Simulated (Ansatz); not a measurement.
# Eigenvalues along a path: AlRu (begun as WC type, now distorted WC)

```xyz
2
Lattice="2.8955 0.0000 0.0000 -1.4478 2.5076 0.0000 0.0000 0.0000 3.8924" Properties=species:S:1:pos:R:3 pbc="T T T"
Ru    0.0000    0.0000    0.0000
Al    0.0000    1.6717    1.9462
```

The cell comes from a relaxation on PAW files under the same functional, begun from a prototype that needn't be the stable phase.

Computed with Ansatz 0.2.0; functional PBE, scalar-relativistic. Settings: a Γ-centred 13×13×12 k mesh, Fermi–Dirac smearing of 0.05 eV, no spin polarisation. Methods: LAPW: all electrons, basis error target 1 meV/atom.

Path points, in fractions of the reciprocal vectors: Γ (0.000, 0.000, 0.000), M (0.500, 0.000, 0.000), K (0.333, 0.333, 0.000), A (0.000, 0.000, 0.500), L (0.500, 0.000, 0.500), H (0.333, 0.333, 0.500). Levels in eV from the Fermi level; bands 14 to 21, counted from the lowest band of the run. The gap is zero, the pressure -0.04 GPa.

```
# k(1/Å) point b14 b15 b16 b17 b18 b19 b20 b21
0.000 Γ -9.71 -4.04 -1.68 -1.68 0.01 0.01 0.14 6.59
0.179 - -9.59 -3.93 -1.79 -1.57 -0.85 -0.03 1.08 6.57
0.358 - -9.21 -3.65 -2.06 -1.66 -1.23 -0.14 2.13 6.44
0.537 - -8.60 -3.39 -2.35 -2.28 -0.71 -0.29 3.20 5.78
0.716 - -7.79 -3.45 -2.90 -2.19 -0.45 -0.06 4.22 4.53
0.895 - -6.85 -3.68 -3.30 -2.19 -0.59 0.62 3.64 5.09
1.074 - -5.93 -3.81 -3.55 -2.67 -0.69 1.17 3.41 5.71
1.253 M -5.47 -3.72 -3.63 -3.16 -0.72 1.39 3.43 5.93
1.356 - -5.42 -3.70 -3.61 -3.15 -0.79 1.36 3.41 6.05
1.459 - -5.29 -3.66 -3.54 -3.13 -1.00 1.28 3.35 5.64
1.563 - -5.08 -3.61 -3.44 -3.09 -1.30 1.20 3.24 4.77
1.666 - -4.81 -3.57 -3.30 -3.06 -1.63 1.14 3.05 4.00
1.769 - -4.48 -3.57 -3.12 -3.05 -1.97 1.13 2.73 3.51
1.873 - -4.15 -3.62 -3.09 -2.94 -2.26 1.16 2.38 3.29
1.976 K -3.92 -3.72 -3.14 -2.83 -2.41 1.18 2.24 3.23
2.183 - -4.72 -3.53 -3.06 -2.83 -2.02 1.10 2.70 3.47
2.389 - -5.96 -3.41 -3.17 -2.50 -1.46 0.90 3.60 4.15
2.596 - -7.19 -3.19 -3.00 -2.54 -0.94 0.44 4.50 5.19
2.803 - -8.24 -3.14 -2.58 -2.56 -0.51 -0.33 3.80 5.60
3.009 - -9.04 -3.53 -2.20 -1.88 -1.06 -0.22 2.49 6.37
3.216 - -9.54 -3.90 -1.83 -1.53 -0.98 -0.05 1.24 6.56
3.423 Γ -9.71 -4.04 -1.68 -1.68 0.01 0.01 0.14 6.59
3.538 - -9.66 -4.08 -1.68 -1.68 -0.03 -0.01 -0.01 6.83
3.653 - -9.48 -4.20 -1.67 -1.67 -0.46 -0.05 -0.05 7.43
3.769 - -9.19 -4.44 -1.66 -1.66 -0.95 -0.11 -0.11 8.22
3.884 - -8.81 -4.82 -1.65 -1.65 -1.35 -0.18 -0.18 9.01
3.999 - -8.36 -5.32 -1.65 -1.65 -1.62 -0.24 -0.24 9.63
4.115 - -7.91 -5.82 -1.75 -1.64 -1.64 -0.27 -0.27 10.01
4.230 A -7.68 -6.07 -1.79 -1.64 -1.64 -0.29 -0.29 10.13
4.409 - -7.61 -5.91 -1.76 -1.72 -1.52 -0.38 -0.34 10.11
4.588 - -7.39 -5.47 -1.99 -1.60 -1.19 -0.64 -0.47 9.24
4.767 - -7.05 -4.83 -2.21 -1.39 -1.00 -0.66 -0.66 7.66
4.946 - -6.62 -4.30 -2.07 -1.40 -1.14 -0.85 -0.01 6.20
5.125 - -6.16 -4.17 -1.80 -1.36 -1.02 -0.84 0.66 5.06
5.304 - -5.77 -4.23 -2.11 -1.14 -0.85 -0.14 1.19 4.34
5.483 L -5.61 -4.27 -2.24 -1.18 -0.76 0.36 1.39 4.09
5.586 - -5.58 -4.22 -2.31 -1.14 -0.75 0.10 1.69 4.09
5.689 - -5.49 -4.07 -2.50 -1.04 -0.73 -0.36 2.25 4.11
5.793 - -5.34 -3.82 -2.77 -0.92 -0.84 -0.69 2.88 4.13
5.896 - -5.13 -3.52 -3.09 -1.26 -0.79 -0.67 3.55 4.13
5.999 - -4.87 -3.45 -3.19 -1.61 -0.67 -0.64 4.11 4.24
6.103 - -4.56 -3.82 -2.93 -1.86 -0.62 -0.58 4.07 4.94
6.206 H -4.26 -4.14 -2.83 -1.94 -0.61 -0.55 4.04 5.47
6.413 - -4.94 -3.38 -3.00 -1.93 -0.67 -0.66 3.94 4.26
6.619 - -5.64 -3.19 -2.51 -2.27 -0.91 -0.82 2.32 4.98
6.826 - -6.29 -3.58 -2.61 -1.69 -1.06 -1.03 0.93 6.06
7.033 - -6.85 -4.43 -2.44 -1.33 -1.06 -0.91 -0.20 7.41
7.239 - -7.30 -5.27 -2.09 -1.57 -1.00 -0.70 -0.58 8.98
7.446 - -7.59 -5.86 -1.78 -1.72 -1.48 -0.41 -0.36 10.08
7.653 A -7.68 -6.07 -1.79 -1.64 -1.64 -0.29 -0.29 10.13
```
